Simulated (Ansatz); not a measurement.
All numbers below come from DFT PBE, scalar-relativistic, plane waves, PAW (Ansatz 0.2.0). All cells share a 420 eV cutoff and Γ-centred k meshes spaced at most about 0.3 Å⁻¹ (about 0.25 or finer for metals, 2π included). No spin polarisation.

Temperature and zero-point effects are left out.

Task: Order these relaxed structures of InPd by energy, lowest first, with the energy over the lowest of them.
A.

```
CELL_PARAMETERS angstrom
1.59024 0.91813 4.28520
-1.59024 0.91813 4.28520
0.00000 -1.83625 4.28520
ATOMIC_POSITIONS crystal
In 0.00000 0.00000 0.00000
Pd 0.50000 0.50000 0.50000
```

B.

```
CELL_PARAMETERS angstrom
0.00000 2.74607 2.74607
2.74607 0.00000 2.74607
2.74607 2.74607 0.00000
ATOMIC_POSITIONS crystal
In 0.00000 0.00000 0.00000
Pd 0.50000 0.50000 0.50000
```

C.

```
CELL_PARAMETERS angstrom
3.30526 0.00000 0.00000
0.00000 3.30526 0.00000
0.00000 0.00000 3.30526
ATOMIC_POSITIONS crystal
In 0.00000 0.00000 0.00000
Pd 0.50000 0.50000 0.50000
```

Result: C (0 meV/atom), A (117 meV/atom), B (226 meV/atom). Forms: C caesium chloride type, Pm-3m; A CuPt (L1_1) type, R-3m; B rock salt type, Fm-3m. Counting all near atoms (those within 1.25 times the shortest distance at each site; a plus sign parts nearer from farther groups): C has In 8+6, Pd 8+6; A has In 6+6, Pd 6+6; B has In 6, Pd 6. Origin: A and B, invented; C, reached from a Materials Project cell.

Cells relaxed within their symmetry can be saddle points. Some types were kept out of the candidates beforehand, so the set may lack a known form.
